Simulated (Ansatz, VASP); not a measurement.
## KF in VASP and in Ansatz

INCAR

```
PREC = Accurate
ENCUT = 520
EDIFF = 1E-8
ISMEAR = -1
SIGMA = 0.02
LREAL = False
LASPH = True
NELM = 100
ALGO = Normal
ISIF = 2
LWAVE = False
LCHARG = False
LEFG = True
NBANDS = 15
```

KPOINTS

```
regular mesh
0
Gamma
  9 9 9
```

Contents of POSCAR:

```
KF
1.0
    3.2589550000      0.0000000000      0.0000000000
    0.0000000000      3.2589550000      0.0000000000
    0.0000000000      0.0000000000      3.2589550000
K F
1 1
Direct
    0.0000000000      0.0000000000      0.0000000000
    0.5000000000      0.5000000000      0.5000000000
```

Input for Ansatz:

```yaml
crystal:
  lattice:
    - [3.258955, 0.0, 0.0]
    - [0.0, 3.258955, 0.0]
    - [0.0, 0.0, 3.258955]
  atoms:
    - { symbol: K, position: [0.0, 0.0, 0.0] }
    - { symbol: F, position: [0.5, 0.5, 0.5] }
kpoints:
  mp_grid: { grid: [9, 9, 9] }
  band_path:
    path:
      - [0.0, 0.0, 0.0]
      - [0.0, 0.5, 0.0]
      - [0.5, 0.5, 0.0]
      - [0.0, 0.0, 0.0]
      - [0.5, 0.5, 0.5]
      - [0.0, 0.5, 0.0]
      - [0.5, 0.5, 0.5]
      - [0.5, 0.5, 0.0]
    npoints: 8
scf:
  occupations: { method: fermi_dirac, width: 0.02 }
hamiltonian:
  xc: lda
  pseudopotentials: { kind: paw }
output:
  forces: true
  stress: true
  eigenvalues: true
  efg: { contact_densities: true }
  populations: true
  bader: true
  dos: { projected: true, de: 0.2, e_range: [-14, 8] }
```

Alike in both runs: task electric field gradients; functional LDA; k mesh 9 × 9 × 9; occupations fermi-dirac, width 0.02 eV; no spin polarisation.

```csv
,VASP,Ansatz
version,VASP 6.6.1,Ansatz 0.2.0
potentials or method,"VASP PAW LDA potentials, release 64 (K_sv, F)","PAW with Ansatz's default frozen-core files, scalar-relativistic"
plane-wave cutoff (eV),520,420
valence electrons in the cell,16,16
```

|  | VASP | Ansatz | Ansatz less VASP |
| --- | --- | --- | --- |
| gap on the k mesh at the Fermi level (eV) | 5.92 | 5.94 | +0.015 |
| pressure (GPa) | -5.7 | -5.8 | -0.07 |
| Vzz of the field gradient on the site that differs most (V/Å²) | 0.0 | 0.0 | 0.00 |

Caveats: an odd mesh through Γ misses points on the zone boundary, where band edges often lie. LDA gaps usually lie below the measured ones, often by a third to a half.
